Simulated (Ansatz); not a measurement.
input.yaml

```yaml
crystal:
  lattice:
    - [4.7635635797, 0.0, 0.0]
    - [-2.3817817899, 4.1253670725, 0.0]
    - [0.0, 0.0, 15.4967711164]
  atoms:
    - { symbol: K, position: [0.0, 0.0, 0.0] }
    - { symbol: K, position: [0.3333333333, 0.6666666667, 0.75] }
    - { symbol: K, position: [0.0, 0.0, 0.5] }
    - { symbol: K, position: [0.6666666667, 0.3333333333, 0.25] }
basis:
  ecutwfc: 420
kpoints:
  mp_grid: { grid: [12, 12, 4] }
hamiltonian:
  xc: pbe
  dispersion: d3bj
scf:
  occupations: { method: gaussian, width: 0.1 }
output:
  forces: true
  stress: true
  eigenvalues: true
relax:
  adjacent_minimum: "off"
  f_tol: 0.01
  max_steps: 30
  cell: { stress_tol: 0.1, fix: [volume] }
```

Command:
```bash
ansatz run input.yaml --threads 1 --pin off --max-ram 2560MiB --backend cpu --events-out ev --progress --plain --runs-dir out
```

Method: DFT PBE+D3(BJ), scalar-relativistic, plane waves, PAW (Ansatz).

Part of what the program printed, abridged (final results; tables in files aren't shown):

```
SCF 2 converged in 4 iterations: F = -6151.582379 eV  dr2 = 1.24e-10
SCF converged after 4 iterations
Free energy (F): -6151.582379 eV
Harris-Foulkes:  -6151.582379 eV  (|F-HF|=1.00e-11)
Internal energy: -6151.568960 eV  (E = F + TS)
E sigma→0 (E₀):  -6151.575670 eV
Entropy (-TS):   -0.013419 eV (-3.355 meV/atom)
Fermi energy:    1.623441 eV
--- Per-component energies (eV) ---
  E_band       = -576.875117
  E_kinetic    = 1008.546565
  E_local      = -3049.294568  (includes V_loc(G=0)·N_el)
  E_nonlocal   = 51.673851
  E_hartree    = 1089.860061
  E_xc         = -534.895291
  E_vxc        = -651.976295  (∫ρ·V_xc dr)
  E_paw        = -3127.361082  (= ΣΔE_a)
  E_vpaw       = -115.544709  (= ΣTr[D̂ρ^β])
  E_aug_tail   = -0.000013  (compensation charges beyond the density's cutoff)
  E_ewald      = -1589.661300
  E_disp       = -0.437183  (pairwise vdW)
  E_smearing   = -0.013419  (= −TS)
--- Forces (eV/Å), atoms counted from 1 ---
  atom   1  K      0.00000000     0.00000000     0.00000000
  atom   2  K      0.00000000     0.00000000     0.00000000
  atom   3  K      0.00000000     0.00000000     0.00000000
  atom   4  K      0.00000000     0.00000000     0.00000000
--- Stress (GPa, compression-positive) ---
       -0.330418       0.000000       0.000000
        0.000000      -0.330418       0.000000
        0.000000       0.000000      -0.344525
  P = ⅓ Tr σ = -0.3351 GPa (-3.351 kbar)
--- Band table (eV; the first three rows and the last of 57) ---
  k-point 0: bands = ["-30.5222", "-30.5208", "-30.5204", "-30.5190", "-14.0348", "-14.0058", "-14.0050", "-13.9842", "-13.9842", "-13.9801", "-13.9801", "-13.9799", "-13.9799", "-13.9758", "-13.9758", "-13.9756", "-0.4861", "0.2126", "0.2130", "1.9552", "2.1715", "4.3508"]
  k-point 1: bands = ["-30.5221", "-30.5213", "-30.5199", "-30.5191", "-14.0326", "-14.0167", "-13.9940", "-13.9839", "-13.9839", "-13.9816", "-13.9816", "-13.9784", "-13.9784", "-13.9779", "-13.9761", "-13.9761", "-0.4412", "-0.0876", "0.5869", "1.5153", "2.6401", "3.7936"]
  k-point 2: bands = ["-30.5217", "-30.5217", "-30.5194", "-30.5194", "-14.0262", "-14.0262", "-13.9844", "-13.9844", "-13.9830", "-13.9830", "-13.9830", "-13.9830", "-13.9770", "-13.9770", "-13.9770", "-13.9770", "-0.3073", "-0.3073", "1.0254", "1.0254", "3.2155", "3.2155"]
  k-point 56: bands = ["-30.5185", "-30.5185", "-30.5181", "-30.5181", "-14.0208", "-14.0208", "-14.0181", "-14.0181", "-14.0106", "-14.0106", "-14.0084", "-14.0084", "-13.9910", "-13.9910", "-13.9910", "-13.9910", "2.5068", "2.5068", "2.5935", "2.5935", "2.6022", "2.6022"]
--- Relaxed structure (1 steps of the walk, 1 accepted, 1 SCFs on fresh bases) ---
  F+E_penalty+E_count = -6151.58237903 eV   max|allowed force component| = 5.276e-18 eV/Å   (the final SCF, on the basis selected at the relaxed cell)
  cell:  # Å, volume = 304.5340 Å³
    - [4.76356357, 0.0, 0.0]
    - [-2.38178178, 4.12536707, 0.0]
    - [0.0, 0.0, 15.4967711164]
  atoms:
    - { symbol: K, position: [0.0, 0.0, 0.0] }
    - { symbol: K, position: [0.33333333, 0.66666666, 0.75000000] }
    - { symbol: K, position: [0.0, 0.0, 0.5] }
    - { symbol: K, position: [0.66666666, 0.33333333, 0.25] }
```

The relaxation met its thresholds.

It took 37 s on 1 thread of Arm Neoverse V2 (shared host), peak memory 0.61 GiB.